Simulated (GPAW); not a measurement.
Crystal: WC (Qusongite).

```
W C
1.0
     2.90650    0.00000    0.00000
    -1.45325    2.51710    0.00000
     0.00000    0.00000    2.83660
W C
1 1
Cartesian
  0.0000 0.0000 0.0000
  1.4533 0.8390 1.4183
```

```yaml
Program: GPAW 26.7.0
Task: relaxation of cell and atoms
Functional: PBEsol
Dispersion: D3
Potentials_or_basis: PAW data sets generated in the run's folder for this functional
Cutoff: 800 eV
Basis: pw
k_mesh: 9 × 9 × 8
Occupations: fermi-dirac, width 0.05 eV
Spin: no spin polarisation
```

At the start: pressure -7.7 GPa; volume 10.38 Å³/atom.

Question: How do energy, volume and symmetry change on relaxing?

Answer: Over 5 steps the energy falls by 4.6 meV/atom and the volume is 10.18 Å³/atom (-1.9 %); space group P-6m2 (No. 187, to 0.05 Å).

The path:
| step | energy change (eV) | largest force (eV/Å) | pressure (GPa) | volume (Å³) |
| --- | --- | --- | --- | --- |
| 1 | 0.0000 | 0.0000 | -7.69 | 20.75 |
| 2 | -0.0074 | 0.0000 | -3.51 | 20.53 |
| 3 | -0.0092 | 0.0000 | 0.07 | 20.35 |
| 4 | -0.0092 | 0.0000 | 0.02 | 20.35 |
| 5 | -0.0092 | 0.0000 | -0.01 | 20.35 |

Final structure:
```cif
data_structure
_symmetry_space_group_name_H-M 'P 1'
_symmetry_Int_Tables_number 1
_cell_length_a 2.8864
_cell_length_b 2.8864
_cell_length_c 2.8210
_cell_angle_alpha 90.000
_cell_angle_beta 90.000
_cell_angle_gamma 120.000
_cell_volume 20.35
loop_
_atom_site_label
_atom_site_type_symbol
_atom_site_fract_x
_atom_site_fract_y
_atom_site_fract_z
_atom_site_occupancy
W1 W 0.00000 0.00000 0.00000 1
C1 C 0.66667 0.33333 0.50000 1
```

Caveat: later steps reuse the first step's grids; pairwise dispersion overbinds metals, which lowers pressure and volume.
